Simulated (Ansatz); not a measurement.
Mechanical response of K2S (Fm-3m)

```
K S
1.0
     0.00000    3.66791    3.66791
     3.66791    0.00000    3.66791
     3.66791    3.66791    0.00000
K S
2 1
Direct
  0.25000 0.25000 0.25000
  0.75000 0.75000 0.75000
  0.00000 0.00000 0.00000
```

Conventional cell: a = 7.336 Å, b = 7.336 Å, c = 7.336 Å, α = 90.00°, β = 90.00°, γ = 90.00°. K (atom 1) is surrounded by 4 S at 3.18 Å. Around S (atom 3) lie 8 K at 3.18 Å.

Level of theory, where no other is named: PBEsol, all-electron LAPW in Ansatz 0.2.0, scalar-relativistic. k mesh 6×6×6, strains of ±0.005, fixed occupations, basis error target 0.5 meV/atom. The cell was relaxed by PAW under this functional.

The cell is cubic and carries a residual pressure of 0.01 GPa at this level. Each strain component that symmetry leaves independent is applied at ±0.005, the ions relax wherever a strain frees them, and the stress (tension positive, GPa) is read. Shears are engineering strains, γ = 2ε.

```csv
strain,size,σxx,σyy,σzz,σyz,σxz,σxy
xx,-0.005,-0.1867,-0.0663,-0.0663,0.0000,0.0000,0.0000
xx,+0.005,0.1746,0.0537,0.0537,0.0000,0.0000,0.0000
yz,-0.005,-0.0053,-0.0053,-0.0053,-0.0449,0.0000,0.0000
yz,+0.005,-0.0053,-0.0053,-0.0053,0.0449,0.0000,0.0000
```

A central difference gives one constant, for example C11 ≈ (0.1746 − (-0.1867))/(0.01) = 36.1 GPa; the program then imposes the crystal's symmetry on the whole matrix.

What are the independent elastic constants?

C11 = 36.1, C12 = 12.0, C44 = 9.0 GPa.

Do they meet the Born conditions?

C11 − C12 = 24.1, C11 + 2C12 = 60.1 and C44 = 9.0 GPa must all be positive, so the crystal is elastically stable; that says nothing yet of its phonons.

What moduli does a random aggregate of grains have?

B = (C11 + 2C12)/3 = 20.0 GPa. G_V = (C11 − C12 + 3C44)/5 = 10.2 and G_R = 5(C11 − C12)C44/(4C44 + 3(C11 − C12)) = 10.0, so G_H = 10.1 GPa. Then E = 9BG/(3B + G) = 26.0 GPa, ν = (3B − 2G)/(6B + 2G) = 0.284 and B/G = 1.98, on the ductile side of Pugh's 1.75 (a rule of thumb, made for metals; it doesn't predict ductility here).

With the density of 1.855 g/cm³, how fast does sound travel, and what Debye temperature follows?

```csv
direction,slow (m/s),middle (m/s),fast (m/s)
[100],2201,2201,4413
[110],2201,2550,4221
[111],2439,2439,4155
```

The mean of v⁻³ over directions and branches gives v_m = 2598 m/s and θ_D = (ħ/k_B) v_m (6π²n)^(1/3) = 241 K, n being atoms per volume. Young's modulus spans 23 to 30 GPa over directions, and the universal anisotropy index is 0.11.

How far do the constants move if PAW replaces LAPW in the same cell?

```tsv
constant	LAPW (GPa)	PAW (GPa)	difference
C11	36.1	36.1	0.0
C12	12.0	12.0	0.0
C44	9.0	9.0	0.0
```

How do the constants change if the ions are clamped to the homogeneous strain?

Clamped values, with the change against relaxed ions: C11 = 36.1 (+0.0), C12 = 12.0 (+0.0), C44 = 11.8 (+2.9) GPa.

Known limits: the frozen-core PAW files of the compared runs were fitted under PBE, their cores solved anew for this functional.
